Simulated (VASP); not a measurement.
# Mg3Te (I4/mmm) in VASP: further runs

Runs on Mg3Te. Level: PBE. Tasks: single point.

All numbers are computed with VASP 6.6.1; they aren't measurements. Logs are shortened: lines on timing, memory, paths and dates and some standing lists are left out, and cuts for length are marked.

### 1 The cell of the first run

The structure is tetragonal, space group I4/mmm (No. 139). Conventional cell: a = 4.279 Å, b = 4.279 Å, c = 10.565 Å, α = 90.00°, β = 90.00°, γ = 90.00°. Around Mg (site symmetry 4/mmm) lie 4 Te at 3.03 Å and 8 Mg at 3.40 Å. Around Mg (site symmetry -4m2) lie 8 Mg at 3.03 to 3.40 Å and 4 Te at 3.40 Å. Around Te (site symmetry 4/mmm) lie 12 Mg at 3.03 to 3.40 Å.

The cell comes from a database or a generator and needn't be the stable form of this composition.

### 2 Single point, PBE (the database's cell and atoms)

Input file INCAR:

```
SYSTEM = Mg3Te
ALGO = Fast
EDIFF = 1E-6
ENCUT = 520
GGA = PE
ISIF = 2
ISMEAR = 0
LASPH = .True.
LCHARG = .False.
LREAL = .False.
LWAVE = .False.
NBANDS = 14
NELM = 100
PREC = Accurate
SIGMA = 0.1
```

Input file KPOINTS:

```
k-points
0
Gamma
  14 14 14
  0 0 0
```

Input file POSCAR:

```
Mg3Te
1.0
   -2.1393600000      2.1393600000      5.2824880000
    2.1393600000     -2.1393600000      5.2824880000
    2.1393600000      2.1393600000     -5.2824880000
Mg Te
3 1
Direct
    0.5000000000      0.5000000000      0.0000000000
    0.7500000000      0.2500000000      0.5000000000
    0.2500000000      0.7500000000      0.5000000000
    0.0000000000      0.0000000000      0.0000000000
```

Potentials or basis: VASP PAW PBE potentials, release 64 (Mg, Te).

Run with:

```bash
cat potpaw_PBE.64/Mg/POTCAR potpaw_PBE.64/Te/POTCAR > POTCAR
mpirun -np 1 vasp_std > vasp.out
```

OUTCAR:

```text
SYSTEM = Mg3Te
   EDIFF = 1E-6
   ENCUT = 520
   GGA = PE
   ISIF = 2
   ISMEAR = 0
   LASPH = .True.
   LREAL = .False.
   NELM = 100
   PREC = Accurate

 ion  position               nearest neighbor table
   1  0.500  0.500  0.000-   4 3.03   4 3.03   4 3.03   4 3.03   3 3.40   2 3.40   3 3.40   2 3.40
                             3 3.40   3 3.40   2 3.40   2 3.40
   2  0.750  0.250  0.500-   3 3.03   3 3.03   3 3.03   3 3.03   4 3.40   1 3.40   4 3.40   4 3.40
                             1 3.40   1 3.40   4 3.40   1 3.40
   3  0.250  0.750  0.500-   2 3.03   2 3.03   2 3.03   2 3.03   4 3.40   1 3.40   4 3.40   1 3.40
                             4 3.40   4 3.40   1 3.40   1 3.40
   4  0.000  0.000  0.000-   1 3.03   1 3.03   1 3.03   1 3.03   3 3.40   2 3.40   3 3.40   3 3.40
                             2 3.40   2 3.40   3 3.40   2 3.40

  LATTYP: Found a body centered tetragonal cell.
 ALAT       =     4.2787200000
 C/A-ratio  =     2.4691907860

  Lattice vectors:

 A1 = (  -2.1393600000,   2.1393600000,   5.2824880000)
 A2 = (   2.1393600000,  -2.1393600000,   5.2824880000)
 A3 = (   2.1393600000,   2.1393600000,  -5.2824880000)

Analysis of symmetry for initial positions (statically):
=====================================================================
 Subroutine PRICEL returns:
 Original cell was already a primitive cell.

 Routine SETGRP: Setting up the symmetry group for a
 body centered tetragonal supercell.

 Subroutine GETGRP returns: Found 16 space group operations
 (whereof 16 operations were pure point group operations)
 out of a pool of 16 trial point group operations.

The static configuration has the point symmetry D_4h.

Analysis of symmetry for dynamics (positions and initial velocities):
=====================================================================
 Subroutine PRICEL returns:
 Original cell was already a primitive cell.

 Routine SETGRP: Setting up the symmetry group for a
 body centered tetragonal supercell.

 Subroutine GETGRP returns: Found 16 space group operations
 (whereof 16 operations were pure point group operations)
 out of a pool of 16 trial point group operations.

The dynamic configuration has the point symmetry D_4h.

 Subroutine INISYM returns: Found 16 space group operations
 (whereof 16 operations are pure point group operations),
 and found     1 'primitive' translations

----------------------------------------------------------------------------------------

                                     Primitive cell

  volume of cell :      96.7089

  direct lattice vectors                    reciprocal lattice vectors
    -2.139360000  2.139360000  5.282488000     0.000000000  0.233714756  0.094652368
     2.139360000 -2.139360000  5.282488000     0.233714756  0.000000000  0.094652368
     2.139360000  2.139360000 -5.282488000     0.233714756  0.233714756  0.000000000

  length of vectors
     6.087561243  6.087561243  6.087561243     0.252154036  0.252154036  0.330522577

  position of ions in fractional coordinates (direct lattice)
     0.500000000  0.500000000  0.000000000
     0.750000000  0.250000000  0.500000000
     0.250000000  0.750000000  0.500000000
     0.000000000  0.000000000  0.000000000

  ion indices of the primitive-cell ions
   primitive index   ion index
                 1           1
                 2           2
                 3           3
                 4           4

----------------------------------------------------------------------------------------

 KPOINTS: k-points

Automatic generation of k-mesh.
 Grid dimensions read from file:
 generate k-points for:   14   14   14

 Generating k-lattice:

  Cartesian coordinates                     Fractional coordinates (reciprocal lattice)
     0.000000000  0.016693911  0.006760883     0.071428571  0.000000000  0.000000000
     0.016693911  0.000000000  0.006760883     0.000000000  0.071428571  0.000000000
     0.016693911  0.016693911  0.000000000     0.000000000  0.000000000  0.071428571

  Length of vectors
     0.018011003  0.018011003  0.023608756

  Shift w.r.t. Gamma in fractional coordinates (k-lattice)
     0.000000000  0.000000000  0.000000000

 Subroutine IBZKPT returns following result:
 ===========================================

 Found    244 irreducible k-points:

 Following reciprocal coordinates:
            Coordinates               Weight
  0.000000  0.000000  0.000000      1.000000
  0.071429 -0.000000  0.000000      8.000000
  0.142857  0.000000  0.000000      8.000000
  0.214286  0.000000  0.000000      8.000000
  0.285714  0.000000  0.000000      8.000000
  0.357143 -0.000000  0.000000      8.000000
[... 16 lines left out ...]
  0.214286  0.142857 -0.000000     16.000000
  0.285714  0.142857  0.000000     16.000000
 [... further k-points ...]
   k-points           NKPTS =    244   k-points in BZ     NKDIM =    244   number of bands    NBANDS=     14
   number of dos      NEDOS =    301   number of ions     NIONS =      4
   total plane-waves  NPLWV = 110592
   dimension x,y,z NGX =    48 NGY =   48 NGZ =   48
   dimension x,y,z NGXF=    96 NGYF=   96 NGZF=   96
   ions per type =               3   1
   NGX,Y,Z   is equivalent  to a cutoff of  13.11, 13.11, 13.11 a.u.
   NGXF,Y,Z  is equivalent  to a cutoff of  26.22, 26.22, 26.22 a.u.
 SYSTEM =  Mg3Te
   PREC   = accura    normal or accurate (medium, high low for compatibility)
   ISTART =      0    job   : 0-new  1-cont  2-samecut
   ICHARG =      2    charge: 1-file 2-atom 10-const
   ISPIN  =      1    spin polarized calculation?
   LNONCOLLINEAR =      F non collinear calculations
   LSORBIT =      F    spin-orbit coupling
   LASPH  =      T    aspherical Exc in radial PAW
   ENCUT  =  520.0 eV  38.22 Ry    6.18 a.u.  11.32 11.32 11.32*2*pi/ulx,y,z
   NELM   =    100;   NELMIN=  2; NELMDL= -5     # of ELM steps
   EDIFF  = 0.1E-05   stopping-criterion for ELM
   LREAL  =      F    real-space projection
   EDIFFG = 0.1E-04   stopping-criterion for IOM
   NSW    =      0    number of steps for IOM
   IBRION =     -1    ionic relax: 0-MD 1-quasi-New 2-CG
   NFREE  =      0    steps in history (QN), initial steepest desc. (CG)
   ISIF   =      2    stress and relaxation
   ISYM   =      2    0-nonsym 1-usesym 2-fastsym
   POTIM  = 0.5000    time-step for ionic-motion
   TEBEG  =    0.0;   TEEND  =   0.0 temperature during run
   PSTRESS=    0.0 pullay stress
   NELECT =      12.0000    total number of electrons
   NUPDOWN=      -1.0000    fix difference up-down
   EMIN   =  10.00;   EMAX   =-10.00  energy-range for DOS
   EFERMI =   0.00;   METHOD = LEGACY
   ISMEAR =     0;   SIGMA  =   0.10  broadening in eV -4-tet -1-fermi 0-gaus
   EFERMI_NEDOS =   21; number of points for ismear=-14 and -15
   IALGO  =     68    algorithm
   IMIX   =      4    mixing-type and parameters
     AMIX     =   0.40;   BMIX     =  1.00
     AMIX_MAG =   1.60;   BMIX_MAG =  1.00
  volume/ion in A,a.u.               =      24.18       163.16
  Fermi-wavevector in a.u.,A,eV,Ry     =   0.816544  1.543045  9.071614  0.666745
  Thomas-Fermi vector in A             =   1.926832
   LORBIT       =      0    0 simple, 1 ext, 2 COOP (PROOUT), +10 PAW based schemes
   GGA     = PE    functional components
   LHFCALC =     F    Hartree Fock is set to
   AEXX    =    0.0000 exact exchange contribution
   IVDW    =     0    specifies the selected vdW correction
   LEPSILON=     F    determine dielectric tensor
   LRPA    =     F    only Hartree local field effects (RPA)
 non-spin polarized calculation
 RMM-DIIS sequential band-by-band and
 Gauss-broadening in eV      SIGMA  =   0.10
  energy-cutoff  :      520.00
  volume of cell :       96.71
 maximum number of plane-waves:      2628
 NGX is ok and might be reduce to    48
   NGX = 23   NGY = 23   NGZ = 23

 number of electron      12.0000000 magnetization

 Free energy of the ion-electron system (eV)
  ---------------------------------------------------
  ext. energy  EPLUGINS =         0.00000000
  ---------------------------------------------------
  free energy    TOTEN  =        -8.30655066 eV

  energy without entropy =       -8.29517544  energy(sigma->0) =       -8.30086305

 E-fermi :   4.5723     XC(G=0):  -8.9362

 val. band max:        4.5680051564   @ k =  -0.3571  -0.3571   0.2857
 cond. band min:       4.5751826748   @ k =  -0.2143  -0.2857   0.1429
 fundamental gap:      0.0071775185
 Fermi energy:         4.5722996398

 k-point     1 :       0.0000    0.0000    0.0000
  band No.  band energies     occupation
      1      -7.6875      2.00000
      2       0.2466      2.00000
      3       0.3715      2.00000
      4       1.9362      2.00000
      5       1.9362      2.00000
      6       4.8304      0.00026
      7       5.7666      0.00000
      8       6.1227      0.00000
      9       6.1227      0.00000
     10       6.3369      0.00000
     11       8.1111      0.00000
     12      11.0022      0.00000
     13      11.0022      0.00000
     14      11.2049      0.00000

 k-point     2 :       0.0714   -0.0000    0.0000
  band No.  band energies     occupation
      1      -7.6656      2.00000
      2       0.0226      2.00000
      3       0.5794      2.00000
      4       1.7988      2.00000
      5       1.9545      2.00000
      6       4.9328      0.00000
      7       5.2356      0.00000
      8       6.1733      0.00000
      9       6.4852      0.00000
     10       6.5524      0.00000
     11       8.4582      0.00000
     12      10.1572      0.00000
     13      10.7075      0.00000
     14      11.9769      0.00000
[... 343 lines left out ...]
      1      -7.4162      2.00000
      2      -0.7051      2.00000
      3       0.4232      2.00000
      4       1.1643      2.00000
      5       2.5727      2.00000
      6       4.2176      2.00000
      7       5.2137      0.00000
      8       6.5425      0.00000
      9       7.1817      0.00000
     10       8.0622      0.00000
     11       8.6343      0.00000
     12       9.8026      0.00000
     13      10.6200      0.00000
     14      11.1905      0.00000

 k-point    24 :       0.2857    0.1429    0.0000
  band No.  band energies     occupation
      1      -7.3065      2.00000
      2      -0.8777      2.00000
      3       0.1154      2.00000
      4       1.2548      2.00000
      5       2.5922      2.00000
      6       4.1827      2.00000
      7       5.4044      0.00000
      8       6.6298      0.00000
      9       6.9337      0.00000
     10       8.0831      0.00000
     11       8.8598      0.00000
     12       9.6703      0.00000
     13      10.0911      0.00000
     14      11.1346      0.00000

 [... further k-points ...]
[... 5 lines left out ...]
  --------------------------------------------------------------------------------------
  -------------------------------------------------------------------------------------
  Total        0.0126486      0.0126486      0.0083926      0.0000000      0.0000000      0.0000000
  in kB        0.2095493      0.2095493      0.1390404      0.0000000      0.0000000      0.0000000
  external PRESSURE =       0.1860463 kB  Pullay stress =       0.0000000 kB

 VOLUME and BASIS-vectors are now :
 -----------------------------------------------------------------------------
  energy-cutoff  :      520.00
  volume of cell :       96.71
      direct lattice vectors                 reciprocal lattice vectors
    -2.139360000  2.139360000  5.282488000     0.000000000  0.233714756  0.094652368
     2.139360000 -2.139360000  5.282488000     0.233714756  0.000000000  0.094652368
     2.139360000  2.139360000 -5.282488000     0.233714756  0.233714756  0.000000000

 POSITION                                       TOTAL-FORCE (eV/Angst)
 -----------------------------------------------------------------------------------
      0.00000      0.00000      5.28249        -0.000000      0.000000     -0.000000
      0.00000      2.13936      2.64124        -0.000000     -0.000000      0.000000
      2.13936      0.00000      2.64124         0.000000     -0.000000      0.000000
      0.00000      0.00000      0.00000        -0.000000      0.000000     -0.000000
 -----------------------------------------------------------------------------------
    total drift:                                0.000000     -0.000000     -0.000000

  FREE ENERGIE OF THE ION-ELECTRON SYSTEM (eV)
  ---------------------------------------------------
  free  energy   TOTEN  =        -8.3065506590 eV

  energy  without entropy=       -8.2951754450  energy(sigma->0) =       -8.30086305
```

Run time: 5.3 min. Hardware: 1 thread of AMD EPYC 9R45 (Zen 5), shared host; peak memory 0.54 GiB.

Results:

```yaml
Free_energy: -8.3066 eV
Pressure: 0.0 GPa
Band_gap_on_the_k_mesh: none (metal or under the smearing width)
```

Levels at points of the mesh, in eV from the Fermi level:
| k point | band 4 | band 5 | band 6 | band 7 | band 8 | band 9 |
| --- | --- | --- | --- | --- | --- | --- |
| (0.00, 0.00, 0.00) | -2.64 | -2.64 | 0.26 | 1.19 | 1.55 | 1.55 |
| (0.50, 0.00, 0.00) | -3.08 | -2.19 | 0.20 | 0.95 | 2.27 | 2.57 |
| (0.50, 0.50, 0.00) | -3.60 | -2.59 | -1.55 | -0.16 | 0.93 | 1.09 |
| (0.50, 0.50, 0.50) | -2.84 | -1.50 | 0.42 | 1.12 | 3.21 | 3.21 |

### 3 Single point, PBE (strained and moved within a subgroup)

Input file INCAR:

```
  ALGO = Fast
  EDIFF = 1E-7
  ENCUT = 520
  GGA = PE
  ISIF = 2
  ISMEAR = 0
  LASPH = True
  LCHARG = True
  LELF = True
  LREAL = False
  LVHAR = True
  LWAVE = False
  NBANDS = 14
  NELM = 100
  PREC = Accurate
  SIGMA = 0.1
```

Input file KPOINTS:

```
k-points
0
Gamma
  14 14 14
```

Input file POSCAR:

```
Mg3Te
1.0
   -2.2077339456      2.2077339456      5.6097909565
    2.2077339456     -2.2077339456      5.6097909565
    2.2077339456      2.2077339456     -5.6097909565
Mg Te
3 1
Direct
    0.5159220305      0.5159220305      0.0000000000
    0.7428510950      0.2428510950      0.5000000000
    0.2428510950      0.7428510950      0.5000000000
   -0.0016242206     -0.0016242206      0.0000000000
```

Potentials or basis: VASP PAW PBE potentials, release 64 (Mg, Te).

Run with:

```bash
cat potpaw_PBE.64/Mg/POTCAR potpaw_PBE.64/Te/POTCAR > POTCAR
mpirun -np 1 vasp_std > vasp.out
```

It took 6.7 min on 1 thread of AMD EPYC 9R45 (Zen 5), shared host; peak memory 0.57 GiB.

Results (log left out):

| Property | Result |
| --- | --- |
| Free energy | -8.1419 eV |
| Pressure | -3.1 GPa |
| Largest force | 0.174 eV/Å |
| Band gap on the k mesh | none (metal or under the smearing width) |

Forces on the atoms (eV/Å):
```
Mg   0.000  0.000 -0.174
Mg   0.000  0.000  0.154
Mg   0.000  0.000  0.154
Te   0.000  0.000 -0.133
```

Stress tensor (GPa, compression positive):
```
-3.68  0.00  0.00
 0.00 -3.68  0.00
 0.00  0.00 -2.05
```

Levels at points of the mesh, in eV from the Fermi level:
```
           k point  band 4  band 5  band 6  band 7  band 8  band 9
(0.00, 0.00, 0.00)   -2.29   -2.29    0.10    1.36    1.65    1.65
(0.50, 0.00, 0.00)   -2.85   -1.87   -0.01    0.92    2.37    2.59
(0.50, 0.50, 0.00)   -3.08   -2.32   -1.37   -0.05    0.57    0.91
(0.50, 0.50, 0.50)   -2.45   -1.49    0.11    1.41    2.89    2.89
```

Spin-orbit coupling is left out, which matters for the levels of Te.
